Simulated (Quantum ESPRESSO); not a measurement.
Write the native input for Quantum ESPRESSO 7.5 that does the following.

```yaml
Task: relaxation of cell and atoms
Functional: PBE
Potentials_or_basis: SSSP 1.3 efficiency PBE
Cutoff: 857 eV
Density_cutoff: 6884 eV
k_mesh: 8 × 8 × 8
Occupations: fermi-dirac, width 0.05 eV
Spin: no spin polarisation
Target_pressure: 2 GPa
Mixing_beta: 0.5
Most_SCF_iterations: 120
SCF_threshold: 4e-10 Ry
Most_ionic_steps: 40
Forc_conv_thr: 0.0004 Ry/bohr
Etot_conv_thr: 1e-05 Ry
Ion_dynamics: bfgs
Cell_dynamics: bfgs
Press_conv_thr: 0.3 kbar
```

PbS (Galena):

```xyz
2
Lattice="0.0000 2.9657 2.9657 2.9657 0.0000 2.9657 2.9657 2.9657 0.0000" Properties=species:S:1:pos:R:3 pbc="T T T"
Pb    0.0000    0.0000    0.0000
S     2.9657    2.9657    2.9657
```

These files were run (other wordings do the same):

pw.in

```
&CONTROL
  calculation = 'vc-relax'
  prefix = 'pwscf'
  outdir = './tmp'
  pseudo_dir = './pseudo'
  tprnfor = .true.
  tstress = .true.
  disk_io = 'low'
  nstep = 40
  forc_conv_thr = 0.0004
  etot_conv_thr = 1d-05
/
&SYSTEM
  ibrav = 0
  nat = 2
  ntyp = 2
  ecutwfc = 63
  ecutrho = 506
  nbnd = 16
  occupations = 'smearing'
  smearing = 'fd'
  degauss = 0.00367493
/
&ELECTRONS
  conv_thr = 4d-10
  electron_maxstep = 120
  mixing_beta = 0.5
/
&IONS
  ion_dynamics = 'bfgs'
/
&CELL
  cell_dynamics = 'bfgs'
  press = 20
  press_conv_thr = 0.3
/
ATOMIC_SPECIES
Pb   207.2000 Pb.pbe-dn-kjpaw_psl.0.2.2.UPF
S     32.0600 s_pbe_v1.4.uspp.F.UPF
CELL_PARAMETERS angstrom
   0.0000000000    2.9657500000    2.9657500000
   2.9657500000    0.0000000000    2.9657500000
   2.9657500000    2.9657500000    0.0000000000
ATOMIC_POSITIONS angstrom
Pb     0.0000000000    0.0000000000    0.0000000000
S      2.9657500000    2.9657500000    2.9657500000
K_POINTS automatic
8 8 8 0 0 0
```

Potentials or basis: SSSP 1.3 efficiency PBE.

Launch:

```console
$ OMP_NUM_THREADS=1 pw.x -in pw.in > pw.out
```

It gave:

| Quantity | Value |
| --- | --- |
| Relaxed volume | 26.18 Å³/atom |
| Relaxed cell | a = 4.199 Å, b = 4.199 Å, c = 4.199 Å, α = 60.00°, β = 60.00°, γ = 60.00° |
| Space group after relaxing (to 0.05 Å) | Fm-3m (No. 225) |
| Energy change on relaxing (the enthalpy is what falls) | -1.3 meV/atom |
| Ionic steps | 4 |
| Pressure after relaxing | 2.0 GPa |
| Band gap on the k mesh | 0.39 eV, direct |

Caveat: spin-orbit coupling is left out, which as a rule narrows the gap of such compounds by several tenths of an eV.

It took 3 min on 1 thread of Intel(R) Xeon(R) 6975P-C (Granite Rapids), on a shared host, peak memory 0.31 GiB.
